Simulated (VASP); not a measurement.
Here is a VASP 6.6.1 calculation.

Contents of POSCAR:

```
BeTe
1.0
    0.0000000000      2.7700000000      2.7700000000
    2.7700000000      0.0000000000      2.7700000000
    2.7700000000      2.7700000000      0.0000000000
Te Be
1 1
Direct
    0.7500000000      0.7500000000      0.7500000000
    0.0000000000      0.0000000000      0.0000000000
```

The input INCAR.step1:

```
SYSTEM = BeTe
PREC = Accurate
ENCUT = 600
EDIFF = 1E-5
ISMEAR = -1
SIGMA = 0.05
LREAL = .False.
LASPH = .True.
NELM = 80
ALGO = Normal
LWAVE = .True.
LCHARG = .False.
GGA = PE
```

Contents of INCAR.step2:

```
SYSTEM = BeTe
PREC = Accurate
ENCUT = 600
EDIFF = 1E-6
ISMEAR = -1
SIGMA = 0.05
LREAL = .False.
LASPH = .True.
NELM = 80
ALGO = Normal
ISIF = 3
LWAVE = .False.
LCHARG = .False.
GGA = PE
LHFCALC = .True.
HFSCREEN = 0.3
PRECFOCK = Fast
IBRION = 2
NSW = 60
EDIFFG = -0.02
ISTART = 1
```

Contents of KPOINTS:

```
regular mesh
0
Gamma
  4 4 4
  0 0 0
```

Potentials or basis: VASP PAW PBE potentials, release 64 (Te, Be).

Command:

```sh
$ cat potpaw_PBE.64/Te/POTCAR potpaw_PBE.64/Be/POTCAR > POTCAR
$ cp INCAR.step1 INCAR
$ mpirun -np 1 vasp_std > vasp.out
$ cp INCAR.step2 INCAR
$ mpirun -np 1 vasp_std > vasp.out
```

Problem. What does it give for the relaxed volume?

Solution. 22.49 Å³/atom.

Problem. Predict the space group after relaxing (to 0.05 Å).

Solution. F-43m (No. 216).

Problem. Predict the band gap on the k mesh.

Solution. 2.50 eV, indirect (least direct gap 4.29 eV).

Step by step:
| step | energy change (eV) | largest force (eV/Å) | pressure (GPa) | volume (Å³) |
| --- | --- | --- | --- | --- |
| 1 | 0.0000 | 0.0000 | 3.80 | 42.51 |
| 2 | -0.0260 | 0.0000 | -0.88 | 45.68 |
| 3 | -0.0280 | 0.0000 | -0.01 | 44.98 |

Caveat: the k mesh is coarse (spacing up to 0.49 Å⁻¹), so the values aren't converged, least of all with exact exchange; the PAW data sets were made with another functional, which shifts forces and pressure a little; spin-orbit coupling is left out, which moves the levels of the heavy elements. A k mesh can miss the band edges.
